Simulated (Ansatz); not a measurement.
Inside the gap of an insulator the Bloch states are evanescent, with a wavenumber k + iκ along the transport direction.

Here is the system:

```
BeO
1.0
    2.69428     0.00000     0.00000
   -1.34714     2.33331     0.00000
    0.00000     0.00000     4.37602
Be O
2 2
Cartesian
  0.00000   1.55554   0.00070
  1.34714   0.77777   2.18871
  0.00000   1.55554   1.65125
  1.34714   0.77777   3.83926
```

The cell is taken as given; by r2SCAN it stands under a pressure of -0.9 GPa.

Transport runs along the normal of the first two printed cell vectors, the (001) plane of the conventional cell.

The gap is the functional's own, uncorrected, and κ follows it; spin-orbit coupling is left out. Mid-gap means the computed energy nearest the middle.

**Question.** Predict the band gap and the smallest decay constant κ at mid-gap from r2SCAN (Ansatz, a program for electronic structure).

**Answer.** Gap 8.51 eV on a 18×18×8 mesh; κ = 0.488 1/Å, at the zone centre.
